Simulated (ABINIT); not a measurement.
# Al2Cu (I4/mmm) in ABINIT: reference runs

How does Al2Cu come out in PBEsol? The cell is run as given and disturbed.

Program: ABINIT 10.8.3 (patched build). These are calculated values, not measurements. Logs are shortened: lines on timing, memory, paths and dates and some standing lists are left out, and cuts for length are marked. The log counts tension as positive stress, the text compression.

## Step 1: Starting point

The structure is tetragonal, space group I4/mmm (No. 139). The conventional cell has a = 4.061 Å, b = 4.061 Å, c = 5.702 Å, α = 90.00°, β = 90.00°, γ = 90.00°. Cu (site symmetry 4/mmm) is surrounded by 8 Al at 2.48 Å. Al (site symmetry -4m2) is surrounded by 4 Cu at 2.48 Å and 2 Al at 2.85 Å.

The cell comes from a database or a generator and needn't be the stable form of this composition.

## Step 2: Single point, PBEsol

run.abi reads:

```
pp_dirpath "./"
pseudos "Cu.upf, Al.upf"

acell 3*1.0
rprim
    -3.8367818156     3.8367818156     5.3877868156
     3.8367818156    -3.8367818156     5.3877868156
     3.8367818156     3.8367818156    -5.3877868156
ntypat 2
znucl 29 13
natom 3
typat 1 2 2
xred
     0.5000000000     0.5000000000     0.0000000000
     0.2500000000     0.7500000000     0.5000000000
     0.7500000000     0.2500000000     0.5000000000

ecut 46.0

kptopt 1
ngkpt 9 9 9
nshiftk 1
shiftk 0.0 0.0 0.0

ixc -116133

nband 17
occopt 3
tsmear 0.05 eV

nstep 100
tolvrs 1.0e-10

iomode 3
prtwf 0
prtden 0
prteig 0
prtebands 0
enunit 1
```

Potentials or basis: PseudoDojo NC SR PBEsol v0.4.1 standard.

The run is started by

```sh
$ mpirun --bind-to none -np 4 abinit run.abi > log 2>&1
```

run.abo:

```text
.Version 10.8.3 of ABINIT
 Symmetries : space group I4/m m m (#139); Bravais tI (body-center tetrag.)
================================================================================
 Values of the parameters that define the memory need of the present run
     intxc =       0    ionmov =       0      iscf =       7    lmnmax =       6
     lnmax =       6     mgfft =      48  mpssoang =       3    mqgrid =    3001
     natom =       3  nloc_mem =       1    nspden =       1   nspinor =       1
    nsppol =       1      nsym =      16    n1xccc =    2501    ntypat =       2
    occopt =       3   xclevel =       2
       mpw =        4764          nfft =      110592          nkpt =          75
================================================================================
================================================================================

--------------------------------------------------------------------------------
------------- Echo of variables that govern the present computation ------------
--------------------------------------------------------------------------------
 -outvars: echo values of preprocessed input variables --------
            acell      1.0000000000E+00  1.0000000000E+00  1.0000000000E+00 Bohr
              amu      6.35460000E+01  2.69815390E+01
             ecut      4.60000000E+01 Hartree
           enunit           1
                       outvar_i_n : Printing only first  50 k-points.
              ixc     -116133
                       outvar_i_n : Printing only first  50 k-points.
         kptrlatt        9    0    0      0    9    0      0    0    9
          kptrlen      6.88191320E+01
            natom           3
            nband          17
            ngfft          48      48      48
             nkpt          75
            nstep         100
             nsym          16
           ntypat           2
                       prtocc : prtvol=0, do not print more k-points.
           occopt           3
           prtden           0
        prtebands           0
           prteig           0
            prtwf           0
            rprim     -3.8367818156E+00  3.8367818156E+00  5.3877868156E+00
                       3.8367818156E+00 -3.8367818156E+00  5.3877868156E+00
                       3.8367818156E+00  3.8367818156E+00 -5.3877868156E+00
          spgroup         139
           tolvrs      1.00000000E-10
           tsmear      1.83746611E-03 Hartree
            typat      1  2  2
                       outvars : Printing only first  50 k-points.
           xangst      1.4181901980E-17  1.4181901980E-17  2.8510939981E+00
                       2.0303374986E+00  0.0000000000E+00  1.4255469990E+00
                       0.0000000000E+00  2.0303374986E+00  1.4255469990E+00
            xcart      2.6799910687E-17  2.6799910687E-17  5.3877868156E+00
                       3.8367818156E+00  0.0000000000E+00  2.6938934078E+00
                       0.0000000000E+00  3.8367818156E+00  2.6938934078E+00
             xred      5.0000000000E-01  5.0000000000E-01  6.9849973167E-18
                       2.5000000000E-01  7.5000000000E-01  5.0000000000E-01
                       7.5000000000E-01  2.5000000000E-01  5.0000000000E-01
            znucl       29.00000   13.00000

================================================================================

 chkinp: Checking input parameters for consistency.

================================================================================
== DATASET  1 ==================================================================

--- !DatasetInfo
iteration_state: {dtset: 1, }
dimensions: {natom: 3, nkpt: 75, mband: 17, nsppol: 1, nspinor: 1, nspden: 1, mpw: 4764, }
cutoff_energies: {ecut:  46.0, pawecutdg:  -1.0, }
electrons: {nelect:   2.50000000E+01, charge:   0.00000000E+00, occopt:   3.00000000E+00, tsmear:   1.83746611E-03, }
meta: {optdriver: 0, ionmov: 0, optcell: 0, iscf: 7, paral_kgb: 0, }
...

 Real(R)+Recip(G) space primitive vectors, cartesian coordinates (Bohr,Bohr^-1):
 R(1)= -3.8367818  3.8367818  5.3877868  G(1)=  0.0000000  0.1303175  0.0928025
 R(2)=  3.8367818 -3.8367818  5.3877868  G(2)=  0.1303175  0.0000000  0.0928025
 R(3)=  3.8367818  3.8367818 -5.3877868  G(3)=  0.1303175  0.1303175  0.0000000
 Unit cell volume ucvol=  3.1725217E+02 bohr^3
 Angles (23,13,12)=  1.19766311E+02  1.19766311E+02  9.04052408E+01 degrees

 getcut: wavevector=  0.0000  0.0000  0.0000  ngfft=  48  48  48
         ecut(hartree)=     46.000   => boxcut(ratio)=   2.05609

--- Pseudopotential description ------------------------------------------------
- pspini: atom type   1  psp file is ./Cu.upf
12 -116133 2 -1 1492                          pspcod,pspxc,lmax,lloc,mmax
     nproj     2     2     2

- pspini: atom type   2  psp file is ./Al.upf
12 -116133 2 -1 1876                          pspcod,pspxc,lmax,lloc,mmax
     nproj     2     2     2

   5.75126967E+02                                ecore*ucvol(ha*bohr**3)
--------------------------------------------------------------------------------

================================================================================

--- !BeginCycle
iteration_state: {dtset: 1, }
solver: {iscf: 7, nstep: 100, nline: 4, wfoptalg: 0, }
tolerances: {tolvrs: 1.00E-10, }
...

     iter   Etot(hartree)      deltaE(h)  residm     vres2
 ETOT  1  -187.88309742685    -1.879E+02 2.630E-01 2.830E+04
 ETOT  2  -187.77162850723     1.115E-01 2.265E-01 5.312E+04
 ETOT  3  -192.77541772349    -5.004E+00 7.944E-02 1.113E+04
 ETOT  4  -193.53162026932    -7.562E-01 4.716E-02 4.624E+03
 ETOT  5  -193.85480952262    -3.232E-01 3.806E-02 1.985E+03
 ETOT  6  -193.82145919602     3.335E-02 6.211E-02 2.260E+03
 ETOT  7  -194.11945499362    -2.980E-01 7.612E-03 2.078E-01
 ETOT  8  -194.10081179608     1.864E-02 4.695E-03 1.221E+02
 ETOT  9  -194.11755840502    -1.675E-02 1.554E-03 1.312E+01
 ETOT 10  -194.11851654314    -9.581E-04 3.197E-04 7.983E+00
 ETOT 11  -194.11940453606    -8.880E-04 1.850E-04 2.056E+00
 ETOT 12  -194.11971798607    -3.135E-04 3.072E-04 1.287E-02
 ETOT 13  -194.11971960305    -1.617E-06 1.922E-04 4.104E-03
 ETOT 14  -194.11972020175    -5.987E-07 3.317E-04 7.824E-06
 ETOT 15  -194.11972020378    -2.026E-09 1.841E-04 1.786E-07
 ETOT 16  -194.11972020382    -3.931E-11 3.088E-04 1.281E-08
 ETOT 17  -194.11972020382    -3.325E-12 1.547E-04 7.495E-10
 ETOT 18  -194.11972020382     3.013E-12 2.484E-04 2.603E-12

 At SCF step   18       vres2   =  2.60E-12 < tolvrs=  1.00E-10 =>converged.

 Cartesian components of stress tensor (hartree/bohr^3)
  sigma(1 1)=  1.22541027E-05  sigma(3 2)=  0.00000000E+00
  sigma(2 2)=  1.22541027E-05  sigma(3 1)=  0.00000000E+00
  sigma(3 3)=  6.15919387E-06  sigma(2 1)=  0.00000000E+00

--- !ResultsGS
iteration_state: {dtset: 1, }
comment   : Summary of ground state results
lattice_vectors:
- [ -3.8367818,   3.8367818,   5.3877868, ]
- [  3.8367818,  -3.8367818,   5.3877868, ]
- [  3.8367818,   3.8367818,  -5.3877868, ]
lattice_lengths: [   7.64657,    7.64657,    7.64657, ]
lattice_angles: [119.766, 119.766,  90.405, ] # degrees, (23, 13, 12)
lattice_volume:   3.1725217E+02
convergence: {deltae:  3.013E-12, res2:  2.603E-12, residm:  2.484E-04, diffor: null, }
etotal    :  -1.94119720E+02
entropy   :   0.00000000E+00
fermie    :   2.75237076E-01
cartesian_stress_tensor: # hartree/bohr^3
- [  1.22541027E-05,   0.00000000E+00,   0.00000000E+00, ]
- [  0.00000000E+00,   1.22541027E-05,   0.00000000E+00, ]
- [  0.00000000E+00,   0.00000000E+00,   6.15919387E-06, ]
pressure_GPa:  -3.0076E-01
xred      :
- [  5.0000E-01,   5.0000E-01,   6.9850E-18, Cu]
- [  2.5000E-01,   7.5000E-01,   5.0000E-01, Al]
- [  7.5000E-01,   2.5000E-01,   5.0000E-01, Al]
cartesian_forces: # hartree/bohr
- [  3.42674731E-32,  -1.22775054E-48,   2.44027505E-32, ]
- [ -2.58076907E-31,   9.24649629E-48,  -1.83783215E-31, ]
- [  2.23809433E-31,  -8.01874575E-48,   1.59380464E-31, ]
force_length_stats: {min:   4.20684436E-32, max:   3.16827966E-31, mean:   2.11218644E-31, }
...

 Integrated electronic density in atomic spheres:
 ------------------------------------------------
 Atom  Sphere_radius  Integrated_density
    1        2.00000         17.42408530
    2        2.00000          0.89904647
    3        2.00000          0.89904647
================================================================================

 ----iterations are completed or convergence reached----

 Mean square residual over all n,k,spin=   21.283E-08; max=  24.843E-05
 reduced coordinates (array xred) for    3 atoms
       0.500000000000      0.500000000000      0.000000000000
       0.250000000000      0.750000000000      0.500000000000
       0.750000000000      0.250000000000      0.500000000000
 rms dE/dt=  8.9119E-31; max dE/dt=  2.2433E-30; dE/dt below (all hartree)
    1       0.000000000000      0.000000000000      0.000000000000
    2       0.000000000000      0.000000000000      0.000000000000
    3       0.000000000000     -0.000000000000      0.000000000000

 cartesian coordinates (angstrom) at end:
    1      0.00000000000000     0.00000000000000     2.85109399808495
    2      2.03033749864515     0.00000000000000     1.42554699904247
    3      0.00000000000000     2.03033749864515     1.42554699904247

 cartesian forces (hartree/bohr) at end:
    1      0.00000000000000    -0.00000000000000     0.00000000000000
    2     -0.00000000000000     0.00000000000000    -0.00000000000000
    3      0.00000000000000    -0.00000000000000     0.00000000000000
 frms,max,avg= 1.4049219E-31 2.5807691E-31   0.000E+00  0.000E+00  0.000E+00 h/b

 cartesian forces (eV/Angstrom) at end:
    1      0.00000000000000    -0.00000000000000     0.00000000000000
    2     -0.00000000000000     0.00000000000000    -0.00000000000000
    3      0.00000000000000    -0.00000000000000     0.00000000000000
 frms,max,avg= 7.2243991E-30 1.3270848E-29   0.000E+00  0.000E+00  0.000E+00 e/A
 length scales=  1.000000000000  1.000000000000  1.000000000000 bohr
              =  0.529177210544  0.529177210544  0.529177210544 angstroms
 Fermi (or HOMO) energy (eV) =   7.48958   Average Vxc (eV)= -10.56951
 Eigenvalues (   eV  ) for nkpt=  75  k points:
 kpt#   1, nband= 17, wtk=  0.00137, kpt=  0.0000  0.0000  0.0000 (reduced coord)
-106.06435  -63.61381  -63.61381  -63.61251   -2.80657    2.95850    2.96491    2.96491
   3.56230    3.57210   10.36492   10.36492   10.41707   10.46810   10.54687   10.54687
  11.86779
 prteigrs : prtvol=0 or 1, do not print more k-points.

--- !EnergyTerms
iteration_state     : {dtset: 1, }
comment             : Components of total free energy in Hartree
kinetic             :  8.82696764083341E+01
hartree             :  8.74703235989419E+01
xc                  : -2.52468546617564E+01
Ewald energy        : -8.96007948052182E+01
psp_core            :  1.81283856232903E+00
local_psp           : -2.24454870827012E+02
non_local_psp       : -3.23695599434095E+01
internal            : -1.94119241667791E+02
'-kT*entropy'       : -4.78536029317517E-04
total_energy        : -1.94119720203820E+02
total_energy_eV     : -5.28226668442791E+03
band_energy         : -1.97418585464194E+01
...

 Cartesian components of stress tensor (hartree/bohr^3)
  sigma(1 1)=  1.22541027E-05  sigma(3 2)=  0.00000000E+00
  sigma(2 2)=  1.22541027E-05  sigma(3 1)=  0.00000000E+00
  sigma(3 3)=  6.15919387E-06  sigma(2 1)=  0.00000000E+00

-Cartesian components of stress tensor (GPa)         [Pressure= -3.0076E-01 GPa]
- sigma(1 1)=  3.60528148E-01  sigma(3 2)=  0.00000000E+00
- sigma(2 2)=  3.60528148E-01  sigma(3 1)=  0.00000000E+00
- sigma(3 3)=  1.81209740E-01  sigma(2 1)=  0.00000000E+00

== END DATASET(S) ==============================================================
================================================================================

 -outvars: echo values of variables after computation  --------
            acell      1.0000000000E+00  1.0000000000E+00  1.0000000000E+00 Bohr
           etotal     -1.9411972020E+02
            fcart      3.4267473069E-32 -1.2277505448E-48  2.4402750524E-32
                      -2.5807690655E-31  9.2464962906E-48 -1.8378321488E-31
                       2.2380943348E-31 -8.0187457458E-48  1.5938046436E-31
            rprim     -3.8367818156E+00  3.8367818156E+00  5.3877868156E+00
                       3.8367818156E+00 -3.8367818156E+00  5.3877868156E+00
                       3.8367818156E+00  3.8367818156E+00 -5.3877868156E+00
           strten      1.2254102687E-05  1.2254102687E-05  6.1591938707E-06
                       0.0000000000E+00  0.0000000000E+00  0.0000000000E+00
           xangst      1.4181901980E-17  1.4181901980E-17  2.8510939981E+00
                       2.0303374986E+00  0.0000000000E+00  1.4255469990E+00
                       0.0000000000E+00  2.0303374986E+00  1.4255469990E+00
             xred      5.0000000000E-01  5.0000000000E-01  6.9849973167E-18
                       2.5000000000E-01  7.5000000000E-01  5.0000000000E-01
                       7.5000000000E-01  2.5000000000E-01  5.0000000000E-01
 Calculation completed.
```

Run time: 82 s. Hardware: 4 MPI ranks of Arm Neoverse V2, shared host; peak memory 0.44 GiB.

What came out:

- Free energy: -5282.2667 eV
- Pressure: -0.3 GPa
- Band gap on the k mesh: none (metal or under the smearing width)
- Valence electrons inside the program's atomic spheres: Cu 17.42; Al 0.90

Stress tensor (GPa, compression positive):
```
-0.36  0.00  0.00
 0.00 -0.36  0.00
 0.00  0.00 -0.18
```

## Step 3: Single point, PBEsol (atoms moved at random, drawn with an rms of 0.05 Å)

run.abi reads:

```
# Pseudopotentials
pp_dirpath "./"
pseudos "Cu.upf, Al.upf"

# Structure
acell 7.6465702227 7.6465702227 7.6465702227
rprim
    -0.5017650664     0.5017650664     0.7046017572
     0.5017650664    -0.5017650664     0.7046017572
     0.5017650664     0.5017650664    -0.7046017572
ntypat 2
znucl 29 13
natom 3
typat 1 2 2
xred
     0.5041870000     0.4947320000     0.0022620000
     0.2455800000     0.7451240000     0.5011330000
     0.7479760000     0.2497260000     0.5009340000
chkprim 0
chksymtnons 0
tolsym 1.0e-6

# Plane-wave basis
ecut 46.0

# k points
kptopt 1
ngkpt 9 9 9
nshiftk 1
shiftk 0.0 0.0 0.0

# Exchange and correlation
ixc -116133

# Bands and occupations
nband 17
occopt 3
tsmear 0.05 eV

# SCF cycle
nstep 100
tolvrs 1.0e-10

# Output
iomode 3
prtwf 0
prtden 0
prteig 0
prtebands 0
```

Potentials or basis: PseudoDojo NC SR PBEsol v0.4.1 standard.

The run is started by

```sh
$ mpirun --bind-to none -np 4 abinit run.abi > log 2>&1
```

Run time: 6.3 min. Hardware: 4 MPI ranks of Arm Neoverse V2, shared host; peak memory 0.8 GiB.

It converged, with:

```yaml
Free_energy: -5282.2622 eV
Pressure: -0.3 GPa
Largest_force: 0.234 eV/Å
Band_gap_on_the_k_mesh: none (metal or under the smearing width)
Valence_electrons_inside_the_program's_atomic_spheres: Cu 17.42; Al 0.90
```

Forces in eV/Å, atoms in the order of the input:
```
Cu   0.131 -0.178 -0.074
Al  -0.050  0.075  0.116
Al  -0.082  0.104 -0.042
```

Stress tensor (GPa, compression positive):
```
-0.74  0.02 -0.10
 0.02  0.08 -0.09
-0.10 -0.09 -0.10
```

Levels at points of the mesh, in eV from the Fermi level:
```csv
k point,band 10,band 11,band 12,band 13,band 14,band 15,band 16,band 17
"(0.00, 0.00, 0.00)",-3.92,2.82,2.88,2.91,3.00,3.06,3.09,4.38
```
